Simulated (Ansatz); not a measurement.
Free-standing chains of the atoms of Sr, named by their start (strip: triangular double chain, ladder: square double chain); atoms and period are relaxed, and energies count from relaxed bulk Sr (Fm-3m, 54.70 Å³/atom, gap on the mesh 0.00 eV).

Theory: Ansatz, DFT PBE, scalar-relativistic, plane waves, PAW.

Settings: cutoff 420 eV, Γ-centred mesh 1×1×9 on the computed 4-atom cell, Gaussian smearing of 0.05 eV; collinear spin from starting moments 0.5 0.5 0.5 0.5 μB.

Start (ladder chain):

```yaml
crystal:
  lattice:
    - [13.00000, 0.00000, 0.00000]
    - [0.00000, 9.30000, 0.00000]
    - [0.00000, 0.00000, 7.66939]
  atoms:
    - { symbol: Sr, position: [0.34514, 0.50000, 0.00000] }
    - { symbol: Sr, position: [0.34514, 0.50000, 0.50000] }
    - { symbol: Sr, position: [0.65486, 0.50000, 0.00000] }
    - { symbol: Sr, position: [0.65486, 0.50000, 0.50000] }
```

Q: Give the relaxed structure and its energy.

A: The free energy falls by 65 meV/atom.

* excess energy (eV per host atom): 1.138
* period (Å): 8.550
* gap on the mesh (eV): 0.12
* size of the moment (μB per cell): 0.00

Relaxed structure:
```xyz
4
Lattice="13.0000 0.0000 0.0000 0.0000 9.3000 0.0000 0.0000 0.0000 8.5499" Properties=species:S:1:pos:R:3 pbc="T T T"
Sr    4.4772    4.6500    0.0000
Sr    4.4772    4.6500    4.2749
Sr    8.5228    4.6500    0.0000
Sr    8.5228    4.6500    4.2749
```

An odd mesh misses points on the zone edge, so a gap read on it can be too wide.

Gaps under about 0.2 eV rest on few k points and may close between them. Each run keeps its start's symmetry and one magnetic start, so lower states can exist.

The run took 2.1 min on 2 threads of Arm Neoverse V1, on a shared host, peak memory 1.1 GiB.